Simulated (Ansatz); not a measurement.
**Ge under changes of volume**

One of the cells (22.639 Å³/atom); the others are scaled copies at fixed shape and fractional positions:

```xyz
2
Lattice="0.0000 2.8289 2.8289 2.8289 0.0000 2.8289 2.8289 2.8289 0.0000" Properties=species:S:1:pos:R:3 pbc="T T T"
Ge    4.2434    4.2434    4.2434
Ge    2.8289    2.8289    2.8289
```

```yaml
Program: Ansatz 0.2.0
Functional: HSEsol
Potentials_or_basis: Ansatz PAW
Cutoff: "420 eV (not typed: the program's choice for these potentials)"
k_mesh: 4 × 4 × 4
Occupations: fermi-dirac, width 0.05 eV
Spin: no spin polarisation
```

| volume (Å³/atom) | energy over the lowest point (meV/atom) | pressure (GPa) | gap on the mesh (eV) |
| --- | --- | --- | --- |
| 21.281 | 14.46 | 4.5 | 1.03 |
| 21.733 | 4.56 | 2.5 | 0.95 |
| 22.186 | 0.00 | 0.7 | 0.88 |
| 22.639 | 0.22 | -0.9 | 0.80 |
| 23.092 | ? | ? | ? |
| 23.545 | 13.14 | -3.6 | 0.46 |
| 23.997 | 24.99 | -4.6 | 0.25 |

Problem. What does the run at 23.092 Å³/atom give?

Solution. Energy over the lowest point 4.78 meV/atom; pressure -2.3 GPa; gap on the mesh 0.66 eV.

Worked out: A Birch-Murnaghan fit of order 3 (a polynomial in V^(-2/3)) to the other rows has its minimum at 22.39 Å³/atom with B0 = V·E''(V) = 80 GPa and B' = 4.3. It gives 4.75 meV/atom at 23.092 Å³/atom, against the run's 4.78, and -dE/dV = -2.3 GPa, against -2.3. A parabola through the other rows of the gap, of slope -8.18 eV per unit of ln V there, gives 0.63 eV, against the run's 0.66.

Energies are extrapolated to zero smearing.

Caveats: all runs use coarse meshes; the PAW data sets come from PBE, with cores solved anew for the run's functional, which leaves a small shift of forces and pressure; the thresholds are loose for stress.

A mesh can miss the band edges. Spin-orbit coupling on Ge is left out.
